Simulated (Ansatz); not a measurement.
BaZrO3 as a strained film

All numbers below come from Ansatz 0.2.0, DFT PBE, scalar-relativistic, plane waves, PAW. (420 eV cutoff, 6×6×6 k-mesh, Gaussian smearing of 0.02 eV, no spin polarisation)

The relaxed crystal:

```
CELL_PARAMETERS angstrom
4.22681 0.00000 0.00000
0.00000 4.22681 0.00000
0.00000 0.00000 4.22681
ATOMIC_POSITIONS crystal
Ba 0.00000 0.00000 0.00000
Zr 0.50000 0.50000 0.50000
O 0.50000 0.00000 0.50000
O 0.50000 0.50000 0.00000
O 0.00000 0.50000 0.50000
```

The a-b plane is strained alike in both directions, as on a substrate, while c and the atoms relax within the symmetry that the strain leaves. Stress is positive in compression; energies are free energies at the smearing used, per atom.

```tsv
strain (%)	c (Å)	σ in plane (GPa)	ΔE (meV/atom)
-4.5	4.3470	18.97	73.23
-3.0	4.3036	11.62	30.92
-1.5	4.2637	5.36	7.36
+0.0	4.2268	0.04	0.00
+1.5	4.1947	-4.49	6.53
+3.0	4.1651	-8.33	24.94
+4.5	4.1385	-11.58	53.81
```

Get the biaxial modulus twice, from the stresses and from the energies of the innermost pair.

From stress: M = −Δσ/Δε = (5.36 − (-4.49)) / 0.030 = 328 GPa. Two in-plane directions each store σε/2, so the energy density is Mε²: M = (mean ΔE)/(V ε²) = 6.95 meV / (15.103 Å³ × 0.015²) × 0.16022 GPa Å³/meV = 327 GPa. The two agree.

How well does Mε², with M from the stresses, predict the outermost points?

62.7 meV predicted against 73.2 computed at -4.5 %; 62.7 meV predicted against 53.8 computed at +4.5 %. Compression costs more than stretching, the usual sign of bonds that stiffen as they shorten.

How does c respond, and up to what thickness can a film with 1 % or 2 % misfit stay coherent on a thick substrate?

c answers with ε_c = −0.54 ε. In an isotropic solid that ratio is 2ν/(1 − ν), so ν = r/(2 + r) = 0.21. A film of thickness h stores Mε²h per area, 32.8 mJ/m² per nm at 1 %. The Matthews–Blakeslee balance for pure edge misfit dislocations, h = b/(8πf(1 + ν)) × (ln(h/b) + 1), with b taken as the in-plane vector a = 4.23 Å, solved by iteration, gives 4.7 nm at f = 1 % and 1.6 nm at 2 %. This is an isotropic estimate in which the moduli cancel; the real Burgers vector, glide system, anisotropy and slow kinetics can shift it by a factor of a few, mostly upward.

Symmetry holds off the tilts and polar distortions that many cubic perovskites undergo.